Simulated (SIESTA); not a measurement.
Pd in SIESTA: convergence with EnergyShift

Crystal: Pd.

```
Pd
1.0
    -0.01113    1.95522    1.94186
     1.97107    0.00634    1.92440
     1.96444    1.93112    0.01297
Pd
1
Direct
  0.02384 0.98301 0.99703
```

The cell isn't the ideal one: cell strained at random at fixed volume.

| Property | Result |
| --- | --- |
| Program | SIESTA 5.4.2 |
| Task | single point |
| Functional | PBE |
| Potentials or basis | PseudoDojo 0.4 standard (PBE files) |
| Basis | DZP (energy shift 0.05 Ry; two zetas on semicore shells) |
| Grid cutoff | 800 Ry |
| Energy shift | 0.05 Ry |
| k mesh | 9 × 9 × 9 |
| Occupations | fermi-dirac, width 0.05 eV |
| Spin | no spin polarisation |

These are the settings of the first run; the series varies EnergyShift, with any setting tied to it.

Hardware: 1 thread of AMD EPYC 9R45 96-Core Processor (Zen 5), with other jobs on the host.

```csv
EnergyShift,"energy less the tightest run, at zero smearing (meV/atom)",pressure (GPa),SCF cycles,CPU time (s),peak memory (GiB)
0.05,3553.92,0.85,10,6.7,0.19
0.03,1957.77,6.18,10,7.9,0.2
0.02,1156.62,-0.16,9,8.6,0.2
0.01,431.31,6.22,8,11,0.22
0.005,209.21,8.37,8,15,0.23
0.003,129.31,7.38,8,21,0.25
0.002,71.32,6.10,8,25,0.26
0.001,0.00,5.00,8,32,0.28
```

Not settled before the last step: the energy (to 1 meV/atom), the pressure (to 0.1 GPa). The tightest run that finished is the yardstick and may itself not be fully converged.

Caveat, for the tightest run too: the basis of atomic orbitals isn't converged, which shifts pressures, moduli and gaps.
